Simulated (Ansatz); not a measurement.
The cell is COD entry 5000222, as deposited and not checked against the literature; nothing was relaxed.

CaF$_{2}$: DFT, PBE, PAW with Ansatz's default frozen-core files, scalar-relativistic (Ansatz 0.2.0).

```yaml
crystal:
  lattice:
    - [0.0, 2.73125, 2.73125]
    - [2.73125, 0.0, 2.73125]
    - [2.73125, 2.73125, 0.0]
  atoms:
    - { symbol: Ca, position: [0.0, 0.0, 0.0] }
    - { symbol: F, position: [0.25, 0.25, 0.25] }
    - { symbol: F, position: [0.75, 0.75, 0.75] }
kpoints:
  mp_grid: { grid: [10, 10, 10] }
  band_path:
    path:
      - [0.0, 0.0, 0.0]
      - [0.5, 0.0, 0.5]
      - [0.625, 0.25, 0.625]
      - [0.375, 0.375, 0.75]
      - [0.0, 0.0, 0.0]
      - [0.5, 0.5, 0.5]
      - [0.5, 0.25, 0.75]
      - [0.5, 0.0, 0.5]
    npoints: 8
scf:
  occupations: { method: fermi_dirac, width: 0.03 }
hamiltonian:
  xc: pbe
  pseudopotentials: { kind: paw }
output:
  forces: true
  stress: true
  eigenvalues: true
  efg: { contact_densities: true }
  populations: true
  bader: true
  dos: { projected: true, de: 0.2, e_range: [-14, 8] }
```

Output:

```
Engine: ansatz 0.2.0
Pseudopotentials: kind: paw
Pseudopotential: Ca, paw, valence charge 10, recommended cutoff 420 eV (normal)
Pseudopotential: F, paw, valence charge 7, recommended cutoff 420 eV (normal)
Functional definition: PBE
  parameter kappa = 0.804
  parameter beta = 0.06672455060314922
  exchange = pbe_x(kappa = kappa, mu = beta*pi^2/3)
  correlation = pbe_c(beta = beta)
Crystal: 3 atoms, lattice volume = 40.749 Å³
Basis set: ecut = 420 eV, 821 PW (Γ), exchange–correlation on 54×54×54 points (8 copies of the dense FFT grid, shifted against one another)
Bands: 16, of which v1, the nominal top of the filled ones, is band 12 counted from 1 (11 counted from 0)
Symmetry: 48 space group operations
Space group: Fm-3m (ITA 225), of the structure as read, at distance tolerance 3.4e-5 Å
k-points: 47 of 1000
Non-local potential: Ca, projectors of the file, l = 0: 3, l = 1: 2, l = 2: 2
Non-local potential: F, projectors of the file, l = 0: 2, l = 1: 2, l = 2: 1
PAW form: soft (Blöchl's): semilocal exchange-correlation on the pseudo side does not see the compensation charge
PAW one-centre angular grid: Ca, 110 points (default); XC on 64 Gauss nodes
PAW one-centre angular grid: F, 110 points (default); XC on 64 Gauss nodes
Initial density: superposition of atomic densities (neutral atoms: chi_scale 0, normalization atom), corrected by the library's trained network
Initial wavefunctions: pseudopotential atomic-orbital guess
Functional: x = pbe(κ = 0.804, μ = 0.2195149727645171), c = pbe(β = 0.06672455060314922)
SCF iter   1: F=—  HF=-3439.803547 eV  |F-HF|=—  |Δ(HF+E_count)|=         —  Δρ=9.51e-4  dr2=2.40e-4  ethr=1.77e-3  ⟨swp⟩=6.9  Hψ=4677  notcnv=0
preconditioner: auto → none  [insulator: Δε(μ)=7.305 eV  Ē_g=18.424 eV  σ=0.030 eV  W_gap=1.00  n_scr=14 (ndim 8)  ℏωp=27.3 eV  f_vac=0.118  D(μ)=0.00/eV (n_scr^D=0)  ε∞_Penn≈3.2]
SCF iter   2: F=—  HF=-3439.803895 eV  |F-HF|=—  |Δ(HF+E_count)|=   3.48e-4  Δρ=1.22e-3  dr2=4.42e-4  ethr=1.00e-6  ⟨swp⟩=2.1  Hψ=1751  notcnv=0
SCF iter   3: F=—  HF=-3439.803811 eV  |F-HF|=—  |Δ(HF+E_count)|=   8.36e-5  Δρ=4.13e-4  dr2=5.63e-5  ethr=1.00e-6  ⟨swp⟩=2.0  Hψ=1034  notcnv=0
SCF iter   4: F=—  HF=-3439.803582 eV  |F-HF|=—  |Δ(HF+E_count)|=   2.29e-4  Δρ=7.27e-5  dr2=1.31e-6  ethr=2.35e-7  ⟨swp⟩=2.0  Hψ=1168  notcnv=0
SCF iter   5: F=—  HF=-3439.803586 eV  |F-HF|=—  |Δ(HF+E_count)|=   3.75e-6  Δρ=2.29e-5  dr2=1.41e-7  ethr=5.44e-9  ⟨swp⟩=2.5  Hψ=1293  notcnv=0
SCF iter   6: F=-3439.803586 eV  HF=-3439.803586 eV  |F-HF|=1.23e-8  |Δ(HF+E_count)|=   2.24e-8  Δρ=7.16e-6  dr2=1.66e-8  ethr=4.17e-10  ⟨swp⟩=4.6  Hψ=2817  notcnv=0
SCF 1 converged in 6 iterations: F = -3439.803586 eV  dr2 = 1.66e-8
  greatest PAW one-centre occupation: 0.995 electrons in one spin orbital (limit 2), on the Ca atom at site 0 (counted from 0), in its partial waves of l = 0
NSCF: frozen V_eff on 57 k-points
SCF converged after 6 iterations
Free energy (F): -3439.803586 eV
Harris-Foulkes:  -3439.803586 eV  (|F-HF|=1.23e-8)
Internal energy: -3439.803586 eV  (E = F + TS)
E sigma→0 (E₀):  -3439.803586 eV
Fermi energy:    7.012716 eV
--- Per-component energies (eV) ---
  E_band       = -186.541735
  E_kinetic    = 694.009646
  E_local      = -1788.934938  (includes V_loc(G=0)·N_el)
  E_nonlocal   = 210.139110
  E_hartree    = 636.870041
  E_xc         = -299.057394
  E_vxc        = -378.624241  (∫ρ·V_xc dr)
  E_paw        = -1259.593305  (= ΣΔE_a)
  E_vpaw       = -196.871417  (= ΣTr[D̂ρ^β])
  E_aug_tail   = 0.004107  (compensation charges beyond the density's cutoff)
  E_ewald      = -1633.240853
  E_smearing   = -0.000000  (= −TS)
  E_closure    = -0.000000  (closes the sum)
  Σ components = -3439.803586   (vs F -3439.803586, Δ=0.00e0)
--- Forces (eV/Å), atoms counted from 1 ---
  atom   1  Ca    -0.00000000    -0.00000000    -0.00000000
  atom   2  F      0.00000000     0.00000000    -0.00000000
  atom   3  F     -0.00000000     0.00000000     0.00000000
  max |Σ_I F_I| component: 4.63e-18 eV/Å
--- Stress (GPa, compression-positive) ---
        2.180545       0.000000      -0.000000
        0.000000       2.180545       0.000000
       -0.000000       0.000000       2.180545
  P = ⅓ Tr σ = 2.1805 GPa (21.805 kbar)
--- PAW observables at the nuclei: V_zz in 10²¹ V/m², potentials from the cell's mean, atoms counted from 1 ---
  atom   1  Ca V_zz =    +0.000000   η = 0.0000   by run symmetry: forbidden
            electrostatic potential = -2214.041646 V   contact ρ = 41252.412812 e/Å³
  atom   2  F  V_zz =    +0.000000   η = 0.0000   by run symmetry: forbidden
            electrostatic potential = -737.826949 V   contact ρ = 3126.484818 e/Å³
  atom   3  F  V_zz =    +0.000000   η = 0.0000   by run symmetry: forbidden
            electrostatic potential = -737.826949 V   contact ρ = 3126.484818 e/Å³
--- Band table (eV; the first three rows and the last of 47) ---
  k-point 0: bands = ["-32.7097", "-16.6024", "-15.8349", "-13.6481", "-13.6481", "-13.6481", "1.2210", "1.2210", "1.2210", "3.0692", "3.0692", "3.0692", "10.6229", "12.4937", "12.4937", "14.5466"]
  k-point 1: bands = ["-32.7066", "-16.6292", "-15.8594", "-13.6521", "-13.6521", "-13.6038", "1.2668", "1.2668", "1.3042", "2.9493", "3.0224", "3.0224", "10.8847", "12.5149", "12.5149", "14.4471"]
  k-point 2: bands = ["-32.6983", "-16.6850", "-15.9404", "-13.6625", "-13.6625", "-13.4838", "1.3919", "1.3919", "1.5178", "2.6677", "2.8972", "2.8972", "11.5413", "12.5698", "12.5698", "14.2416"]
  k-point 46: bands = ["-32.6658", "-16.7025", "-16.4631", "-13.7535", "-13.4337", "-13.2033", "0.9659", "1.3104", "2.0898", "2.4854", "3.0356", "3.2454", "11.7340", "13.1035", "13.1106", "13.4494"]
--- Löwdin populations: 3 sites ---
  site symbol       q [e]
     0     Ca      8.2591
     1      F      7.7680
     2      F      7.7680
  spilling = 0.008543 (of n_electrons = 24.000000)
--- Bader charges: 3 sites ---
  site symbol  charge [e]  shift [e]
     0     Ca      1.6638     0.0005
     1      F     -0.8319     0.0003
     2      F     -0.8319     0.0003
  estimated error of the sums over rays = 1.9e-4 e
```

populations.tsv:

```
# site	symbol	l	j	q
# orbitals = lowdin
# n_electrons = 24.000000
# spilling = 0.008543
0	Ca	0_3S	-	1.989310
0	Ca	0_4S	-	0.277672
0	Ca	1_3P	-	5.992069
1	F	0_2S	-	1.934307
1	F	1_2P	-	5.833646
2	F	0_2S	-	1.934307
2	F	1_2P	-	5.833646
```

bader_charges.tsv:

```
# site	symbol	x_ang	y_ang	z_ang	partial_charge_e	electrons	volume_ang3	relative_density_drop	shared_charge_e	partial_wave_shift_e
# quadrature_error_electrons = 1.9e-4
0	Ca	0.0000	0.0000	0.0000	1.66382	18.33618	11.46	-	1.66382	0.00051
1	F	1.3656	1.3656	1.3656	-0.83191	9.83191	14.62	-	-0.83191	0.00025
2	F	4.0969	4.0969	4.0969	-0.83191	9.83191	14.62	-	-0.83191	0.00025
```
